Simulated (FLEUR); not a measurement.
## Ta: equation of state with PBEsol

**Measured values to compare with.**

“Pressure effects on the electronic structure and superconductivity of (TaNb)0.67(HfZrTi)0.33 high entropy alloy”, 2019, arxiv:1910.08312 quotes, for a bulk crystal of Ta: bulk modulus 194 GPa.

Ta:

```
Ta
1.0
    -1.65128    1.65128    1.65128
     1.65128   -1.65128    1.65128
     1.65128    1.65128   -1.65128
Ta
1
Direct
  0.00000 0.00000 0.00000
```

```
Program                  : FLEUR MaX-R8.1 (later development tree)
Task                     : equation of state
Functional               : PBEsol
Potentials or basis      : all-electron
Basis                    : FLAPW
Kmax                     : 4.1 1/bohr
k mesh                   : 11 × 11 × 11
Occupations              : fermi-dirac, width 0.05 eV
Spin                     : no spin polarisation
Gmax                     : 12.7 1/bohr
Muffin-tin radii         : Ta 2.45 bohr
lmax                     : Ta 10
lnonsphr                 : Ta 10
Local orbitals a species : Ta 4
```

```
Equilibrium volume                      : 17.62 Å³/atom
Bulk modulus                            : 213 GPa
Pressure derivative of the bulk modulus : 4.6
```

Energy against volume, from the lowest point:
| volume (Å³/atom) | energy (meV/atom) |
| --- | --- |
| 16.930 | 19.36 |
| 17.290 | 4.25 |
| 17.650 | 0.00 |
| 18.010 | 5.39 |
| 18.371 | 19.61 |
| 18.731 | 41.26 |
| 19.091 | 69.99 |

A measured bulk modulus of Ta is 194 GPa (quoted in “Pressure effects on the electronic structure and superconductivity of (TaNb)0.67(HfZrTi)0.33 high entropy alloy”, 2019, arxiv:1910.08312); the calculated 213 GPa misses it by +9.6 %. The fit is for a static lattice scaled at fixed shape and fixed fractional positions.

Spin-orbit coupling is left out, which matters for the levels of Ta.
